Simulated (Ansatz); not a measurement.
## Tetragonal deformation path in TiO₂

These are results of DFT PBEsol, scalar-relativistic, plane waves, PAW in Ansatz, not measurements. Settings: plane waves to 420 eV, k-mesh 8×8×10 (Γ-centred), Gaussian smearing 0.05 eV. No spin polarisation. Energies are free energies at this smearing, counted from the undisturbed cell; pressure is positive in compression.

The undisturbed cell (relaxed at this level):

```
Ti O
1.0
     4.59125    0.00000    0.00000
     0.00000    4.59125    0.00000
     0.00000    0.00000    2.93899
Ti O
2 4
Direct
  0.00000 0.00000 0.00000
  0.50000 0.50000 0.50000
  0.30444 0.30444 0.00000
  0.19556 0.80444 0.50000
  0.69556 0.69556 0.00000
  0.80444 0.19556 0.50000
```

At fixed volume and fractional coordinates, lengths along (0.000, 0.000, 1.000) are scaled against those across it; ρ is that ratio over its starting value.

| ρ | ΔE (meV/atom) |
| --- | --- |
| 0.800 | 357.9 |
| 0.850 | 182.0 |
| 0.920 | 44.8 |
| 0.960 | 10.3 |
| 1.000 | 0.0 |
| 1.050 | 13.4 |
| 1.100 | 48.5 |
| 1.200 | 163.7 |
| 1.300 | 321.4 |

Problem. Predict the pressure (GPa) at each point.

Solution.
```tsv
ρ	pressure (GPa)
0.800	16.6
0.850	10.9
0.920	4.7
0.960	2.0
1.000	0.0
1.050	-1.8
1.100	-2.8
1.200	-2.7
1.300	-0.2
```

Cost: 9 runs of about 1.1 core-minutes in all, on Intel Xeon Platinum 8488C (Sapphire Rapids) (shared hosts).